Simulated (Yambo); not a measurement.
# PbS (Galena) (Fm-3m) in Yambo: a series of runs

Runs on PbS (Galena). Level: PBE. Tasks: Hartree-Fock levels, G0W0 quasiparticle levels.

Everything below comes from runs of Yambo 5.3.0. Logs are shortened: lines on timing, memory, paths and dates and some standing lists are left out, and cuts for length are marked.

**1. The undisturbed crystal**

It takes space group Fm-3m (No. 225, cubic). The conventional cell has a = 5.931 Å, b = 5.931 Å, c = 5.931 Å, α = 90.00°, β = 90.00°, γ = 90.00°. Around Pb (site symmetry m-3m) lie 6 S at 2.97 Å. Around S (site symmetry m-3m) lie 6 Pb at 2.97 Å.

**2. Hartree-Fock levels, PBE (volume scaled by 1.04)**

hf1.in

```
rim_cut
HF_and_locXC
RandQpts= 1000000
RandGvec= 50 RL
EXXRLvcs= 54 Ry
VXCRLvcs= 54 Ry
% QPkrange
 1 | 1 | 12 | 16 |
 3 | 3 | 12 | 16 |
%
```

scf.in

```
&CONTROL
  calculation = 'scf'
  prefix = 'pwscf'
  outdir = './tmp'
  pseudo_dir = './pseudo'
/
&SYSTEM
  ibrav = 0
  nat = 2
  ntyp = 2
  ecutwfc = 54
  nbnd = 21
  occupations = 'smearing'
  smearing = 'fd'
  degauss = 0.00367493
  force_symmorphic = .true.
/
&ELECTRONS
  conv_thr = 4d-10
  electron_maxstep = 120
  mixing_beta = 0.5
/
ATOMIC_SPECIES
Pb   207.2000 Pb.upf
S     32.0600 S.upf
CELL_PARAMETERS angstrom
   0.0000000000    3.0047775019    3.0047775019
   3.0047775019    0.0000000000    3.0047775019
   3.0047775019    3.0047775019    0.0000000000
ATOMIC_POSITIONS crystal
Pb     0.0000000000    0.0000000000    0.0000000000
S      0.5000000000    0.5000000000    0.5000000000
K_POINTS automatic
8 8 8 0 0 0
```

nscf.in

```
&CONTROL
  calculation = 'nscf'
  prefix = 'pwscf'
  outdir = './tmp'
  pseudo_dir = './pseudo'
/
&SYSTEM
  ibrav = 0
  nat = 2
  ntyp = 2
  ecutwfc = 54
  nbnd = 94
  occupations = 'fixed'
  force_symmorphic = .true.
/
&ELECTRONS
  conv_thr = 1d-08
  diago_full_acc = .true.
  diago_thr_init = 1d-06
/
ATOMIC_SPECIES
Pb   207.2000 Pb.upf
S     32.0600 S.upf
CELL_PARAMETERS angstrom
   0.0000000000    3.0047775019    3.0047775019
   3.0047775019    0.0000000000    3.0047775019
   3.0047775019    3.0047775019    0.0000000000
ATOMIC_POSITIONS crystal
Pb     0.0000000000    0.0000000000    0.0000000000
S      0.5000000000    0.5000000000    0.5000000000
K_POINTS automatic
4 4 4 0 0 0
```

Potentials or basis: PseudoDojo 0.4 SR PBE stringent.

On the command line:

```
$ OMP_NUM_THREADS=1 pw.x -in scf.in > scf.out
$ OMP_NUM_THREADS=1 pw.x -in nscf.in > nscf.out
$ cd tmp/pwscf.save; p2y; mv SAVE ../..; cd ../..
$ OMP_NUM_THREADS=1 yambo
$ mkdir -p hf1; ln -s $PWD/g0w00/ndb.RIM hf1/
$ OMP_NUM_THREADS=1 yambo -F hf1.in -J hf1 -C hf1_out
```

Yambo's report:

```text
[... sections 02.01 to 02.04 as in the set-up run ...]

  [02.05] Energies & Occupations
  ==============================

  [X] === General ===
  [X] Electronic Temperature                        :  0.000000  0.000000 [eV K]
  [X] Bosonic    Temperature                        :  0.000000  0.000000 [eV K]
  [X] Finite Temperature mode                       : no
  [X] El. density                                   :  0.51605E+24 [cm-3]
  [X] Fermi Level                                   :  9.236650 [eV]

  [X] === Gaps and Widths ===
  [X] Conduction Band Min                           :  0.471043 [eV]
  [X] Valence Band Max                              :  0.000000 [eV]
  [X] Filled Bands                                  :  14
  [X] Empty Bands                                   :   15   94
  [X] Direct Gap                                    :  0.471043 [eV]
  [X] Direct Gap localized at k                     :  3
  [X] Indirect Gap                                  :  0.471043 [eV]
  [X] Indirect Gap between kpts                     :  3  3
  [X] Last valence band width                       :  3.176534 [eV]
  [X] 1st conduction band width                     :  4.630113 [eV]

 [03] Transferred momenta grid and indexing
 ==========================================

 IBZ Q-points                                      :   8
 BZ  Q-points                                      :   64

 K/Q-points units:
 rlu = crystal or reduced units; cc = cartesian coordinates; iku = interal k-units

 Q [1]          [rlu]:  0.000000  0.000000  0.000000
 Q [2]          [rlu]:  0.40059E-17  0.40059E-17  0.25000
 Q [3]          [rlu]: -0.80119E-17 -0.80119E-17 -0.50000
 Q [4]          [rlu]:  0.32842E-16  0.25000      0.25000
 Q [5]          [rlu]:  0.71939E-17  0.25000      0.50000
 Q [6]          [rlu]: -0.80119E-17  0.25000     -0.25000
 Q [7]          [rlu]: -0.65685E-16 -0.50000     -0.50000
 Q [8]          [rlu]:  0.250000 -0.500000 -0.250000

 [04] Coloumb potential Random Integration (RIM)
 ===============================================

 Summary of Coulomb integrals for non-metallic bands |Q|[au] RIM/Bare

 Q [1] 0.100000E-4 0.995998 * Q [2] 0.239574 1.063913
 Q [4] 0.276636 1.063520 * Q [6] 0.391222 1.026624
 Q [5] 0.458749 1.019048 * Q [3] 0.479148 1.017167
 Q [7] 0.553272 1.013697 * Q [8] 0.618577 1.010734

 [05] Local Exchange-Correlation + Non-Local Fock
 ================================================

 [VXC] Plane waves :  2565
 [EXS] Plane waves :  2565

 QP @ state[ 1 ] K range:  1  1
 QP @ state[ 1 ] b range:  12  16
 QP @ state[ 2 ] K range:  3  3
 QP @ state[ 2 ] b range:  12  16

 [WF-HF/Rho loader] Normalization (few states)  min/max  :  0.10271E-16   1.0000

 [xc] Functional : Perdew, Burke & Ernzerhof(X)+Perdew, Burke & Ernzerhof(C)
 [xc] LIBXC used to calculate xc functional
  PP Number of Atomic Species                      :  2
  NLCC RL compoments                               :  19603
  PP Number of Atomic Species                      :  2
  NLCC RL compoments                               :  19603
 [WR./hf1//ndb.HF_and_locXC]-----------------------------------------------------
  Brillouin Zone Q/K grids (IBZ/BZ)                :    8   64    8   64
  RL vectors                                       :  3119 [WF]
  Fragmentation                                    : no
  Electronic Temperature                           :  0.000000 [K]
  Bosonic    Temperature                           :  0.000000 [K]
  Green`s function   wavefunctions                 : Perdew, Burke & Ernzerhof(X)+Perdew, Burke & Ernzerhof(C)
  Total number of QP states                        :  10
  Exchange RL vectors                              :  2565
  Exchange summation bands                         :  14
  RIM RL components                                :   51
  RIM random points                                :  1000000

 [xc] E_xc :  -18.15947 [Ha]
      E_xc :  -36.31895 [Ry]

  Local XC kind (lXC) : Perdew, Burke & Ernzerhof(X)+Perdew, Burke & Ernzerhof(C)
  Non-Local XC kind (nlXC) : Hartree-Fock

  Corrections @ K [1] :  [eV]
 <12|nlXC|12> = -15.51913 -0.15027E-17 <12|lXC|12> = -12.54435 -0.18882E-15
 <13|nlXC|13> = -15.51913  0.35453E-17 <13|lXC|13> = -12.54435 -0.37763E-15
 <14|nlXC|14> = -15.51914 -0.18801E-16 <14|lXC|14> = -12.54435  0.000000
 <15|nlXC|15> = -6.983985  0.50259E-18 <15|lXC|15> = -11.89674  0.94408E-16
 <16|nlXC|16> = -6.983943 -0.83839E-19 <16|lXC|16> = -11.89674  0.000000

  Corrections @ K [3] :  [eV]
 <12|nlXC|12> = -15.72946 -0.16809E-16 <12|lXC|12> = -12.89743 -0.94408E-16
 <13|nlXC|13> = -15.72945 -0.98037E-18 <13|lXC|13> = -12.89743  0.18882E-15
 <14|nlXC|14> = -15.12999 -0.15345E-16 <14|lXC|14> = -13.78283 -0.69331E-16
 <15|nlXC|15> = -6.602878 -0.64327E-17 <15|lXC|15> = -9.813664  0.14161E-15
 <16|nlXC|16> = -7.178794  0.24525E-17 <16|lXC|16> = -10.80461  0.18882E-15
```

It took 39 s on 1 thread of Arm Neoverse V2, shared host; peak memory 0.26 GiB.

What came out:

| Item | Value |
| --- | --- |
| Band gap on the k mesh, mean-field level | 0.47 eV, direct |
| Quasiparticle gap | 5.03 eV |
| Least direct quasiparticle gap | 5.03 eV |
| Quasiparticle gap at Γ | 14.96 eV |
| Band gap of the same states before the correction | 0.47 eV |

Quasiparticle terms (eV):
| k point | band | Kohn-Sham level | Vxc | Σx | Σc | Z | result |
| --- | --- | --- | --- | --- | --- | --- | --- |
| (0.000, 0.000, 0.000) | 12 | -1.97 | -12.54 | -15.52 | - | - | -4.94 |
| (0.000, 0.000, 0.000) | 13 | -1.97 | -12.54 | -15.52 | - | - | -4.94 |
| (0.000, 0.000, 0.000) | 14 | -1.97 | -12.54 | -15.52 | - | - | -4.94 |
| (0.000, 0.000, 0.000) | 15 | 5.10 | -11.90 | -6.98 | - | - | 10.01 |
| (0.000, 0.000, 0.000) | 16 | 5.10 | -11.90 | -6.98 | - | - | 10.01 |
| (0.000, 0.000, -0.500) | 12 | -1.61 | -12.90 | -15.73 | - | - | -4.44 |
| (0.000, 0.000, -0.500) | 13 | -1.61 | -12.90 | -15.73 | - | - | -4.44 |
| (0.000, 0.000, -0.500) | 14 | 0.00 | -13.78 | -15.13 | - | - | -1.35 |
| (0.000, 0.000, -0.500) | 15 | 0.47 | -9.81 | -6.60 | - | - | 3.68 |
| (0.000, 0.000, -0.500) | 16 | 2.05 | -10.80 | -7.18 | - | - | 5.67 |

Caveat: the k mesh is coarse (spacing up to 0.45 Å⁻¹), so the values aren't converged; spin-orbit coupling is left out, which as a rule narrows the gap of such compounds by several tenths of an eV.

**3. G0W0 quasiparticle levels, PBE (volume scaled by 1.04)**

g0w06.in

```
gw0
dyson
el_el_corr
rim_cut
HF_and_locXC
ppa
em1d
RandQpts= 1000000
RandGvec= 50 RL
EXXRLvcs= 54 Ry
VXCRLvcs= 54 Ry
Chimod= "HARTREE"
% BndsRnXp
 1 | 94 |
%
NGsBlkXp= 12 Ry
% LongDrXp
 1 | 1 | 1 |
%
PPAPntXp= 27.21138 eV
% GbndRnge
 1 | 94 |
%
GTermKind= "none"
DysSolver= "n"
OnMassShell
ExtendOut
% QPkrange
 1 | 1 | 14 | 16 |
 3 | 3 | 14 | 16 |
%
```

scf.in is that of step 2.

nscf.in is that of step 2.

Potentials or basis: PseudoDojo 0.4 SR PBE stringent.

On the command line:

```
$ OMP_NUM_THREADS=1 pw.x -in scf.in > scf.out
$ OMP_NUM_THREADS=1 pw.x -in nscf.in > nscf.out
$ cd tmp/pwscf.save; p2y; mv SAVE ../..; cd ../..
$ OMP_NUM_THREADS=1 yambo
$ mkdir -p g0w06; ln -s $PWD/g0w00/ndb.pp* g0w06/
$ mkdir -p g0w06; ln -s $PWD/g0w00/ndb.RIM g0w06/
$ OMP_NUM_THREADS=1 yambo -F g0w06.in -J g0w06 -C g0w06_out
```

Yambo's report:

```text
[... sections 02.01 to 02.04 as in the set-up run ...]

  [02.05] Energies & Occupations
  ==============================

  [X] === General ===
  [X] Electronic Temperature                        :  0.000000  0.000000 [eV K]
  [X] Bosonic    Temperature                        :  0.000000  0.000000 [eV K]
  [X] Finite Temperature mode                       : no
  [X] El. density                                   :  0.51605E+24 [cm-3]
  [X] Fermi Level                                   :  9.236650 [eV]

  [X] === Gaps and Widths ===
  [X] Conduction Band Min                           :  0.471043 [eV]
  [X] Valence Band Max                              :  0.000000 [eV]
  [X] Filled Bands                                  :  14
  [X] Empty Bands                                   :   15   94
  [X] Direct Gap                                    :  0.471043 [eV]
  [X] Direct Gap localized at k                     :  3
  [X] Indirect Gap                                  :  0.471043 [eV]
  [X] Indirect Gap between kpts                     :  3  3
  [X] Last valence band width                       :  3.176534 [eV]
  [X] 1st conduction band width                     :  4.630113 [eV]

 [03] Transferred momenta grid and indexing
[... 162 lines left out ...]
  QP [eV] @ K [3] (iku): -0.250000 -0.250000  0.250000
   B=14 Eo=  0.00 E= -0.35 E-Eo= -0.35 Re(Z)=1.00 Im(Z)=  0.00000 nlXC=-15.12999 lXC=-13.78283
   B=15 Eo=  0.47 E=  0.37 E-Eo= -0.10 Re(Z)=1.00 Im(Z)= 0.000000 nlXC=-6.602878 lXC=-9.813664
   B=16 Eo=  2.05 E=  2.23 E-Eo=  0.18 Re(Z)=1.00 Im(Z)=  0.00000 nlXC= -7.17879 lXC=-10.80461

  [WR./g0w06//ndb.QP]-------------------------------------------------------------
   Lattice constants                                :  5.678207  5.678207  5.678207
   Coulomb cutoff potential                         : none
   Electronic Temperature                           :  0.000000 [K]
   Bosonic    Temperature                           :  0.000000 [K]
   Green`s function   energies                      : Perdew, Burke & Ernzerhof(X)+Perdew, Burke & Ernzerhof(C)
   wavefunctions                                    : Perdew, Burke & Ernzerhof(X)+Perdew, Burke & Ernzerhof(C)
   PPA    diel. fun.  energies                      : Perdew, Burke & Ernzerhof(X)+Perdew, Burke & Ernzerhof(C)
   wavefunctions                                    : Perdew, Burke & Ernzerhof(X)+Perdew, Burke & Ernzerhof(C)
   QP tot states                                    :   6
   GW solver                                        : Newton
   GW approximation                                 : PPA
   PPA imaginary Energy                             :  27.21138 ev
   RIM G`s                                          :   51
   RIM random pts                                   :  1000000
   dS/dw steps                                      :  2
   dS/dw step                                       :  0.100000 ev
   X G`s                                            :  283 used
   X G`s                                            :  283 disk
   X bands                                          :    1   94
   X poles                                          :  100.0000 o/o
   X e/h E range                                    : -1.000000 -1.000000 ev
   X Hxc Kernel                                     : HARTREE
   X BZ energy Double Grid                          : no
   X Optical Averaged directions                    : none
   Sc/G bands                                       :    1   94
   Sc/G damping                                     :  0.100000 ev
   Sc bands terminator                              : no
   Sx RL components                                 :  2565

   QP @ state[ 1 ] K range                          :  1  1
   QP @ state[ 1 ] b range                          :  14  16
   QP @ state[ 2 ] K range                          :  3  3
   QP @ state[ 2 ] b range                          :  14  16
   GF energies kind                                 : Perdew, Burke & Ernzerhof(X)+Perdew, Burke & Ernzerhof(C)
   GF WF`s kind                                     : Perdew, Burke & Ernzerhof(X)+Perdew, Burke & Ernzerhof(C)
   Xs energies kind                                 : Perdew, Burke & Ernzerhof(X)+Perdew, Burke & Ernzerhof(C)
   Xs WF`s kind                                     : Perdew, Burke & Ernzerhof(X)+Perdew, Burke & Ernzerhof(C)
```

o-g0w06.qp:

```text
# GW solver                                       : Newton
# GW approximation                                : PPA
# PPA imaginary Energy                            :   27.2113800    [ev]
[... 35 lines left out ...]
        3                  15                 0.471043           0.372389          -0.098654          -9.813664          -6.602878          -3.309440          -3.309440           0.000000           1.000000           0.000000          -14.07287           46.77169
        3                  16                 2.048694           2.228232           0.179537          -10.80461          -7.178794          -3.446275          -3.446275           0.000000           1.000000           0.000000          -14.94989           44.02787
#
```

What came out:

```yaml
Band_gap_on_the_k_mesh_mean-field_level: 0.47 eV, direct
Quasiparticle_gap: 0.72 eV
Least_direct_quasiparticle_gap: 0.72 eV
Quasiparticle_gap_at_Γ: 8.14 eV
Band_gap_of_the_same_states_before_the_correction: 0.47 eV
```

Quasiparticle terms (eV):
| k point | band | Kohn-Sham level | Vxc | Σx | Σc | Z | result |
| --- | --- | --- | --- | --- | --- | --- | --- |
| (0.000, 0.000, 0.000) | 14 | -1.97 | -12.54 | -15.52 | 2.32 | 1.00 | -2.62 |
| (0.000, 0.000, 0.000) | 15 | 5.10 | -11.90 | -6.98 | -4.50 | 1.00 | 5.52 |
| (0.000, 0.000, 0.000) | 16 | 5.10 | -11.90 | -6.98 | -4.50 | 1.00 | 5.52 |
| (0.000, 0.000, -0.500) | 14 | 0.00 | -13.78 | -15.13 | 1.00 | 1.00 | -0.35 |
| (0.000, 0.000, -0.500) | 15 | 0.47 | -9.81 | -6.60 | -3.31 | 1.00 | 0.37 |
| (0.000, 0.000, -0.500) | 16 | 2.05 | -10.80 | -7.18 | -3.45 | 1.00 | 2.23 |

Caveat: the k mesh is coarse (spacing up to 0.45 Å⁻¹), so the values aren't converged; this version prints the column dSc/dw multiplied by 27.2; without the factor Z the correction comes out too large; spin-orbit coupling is left out, which as a rule narrows the gap of such compounds by several tenths of an eV.
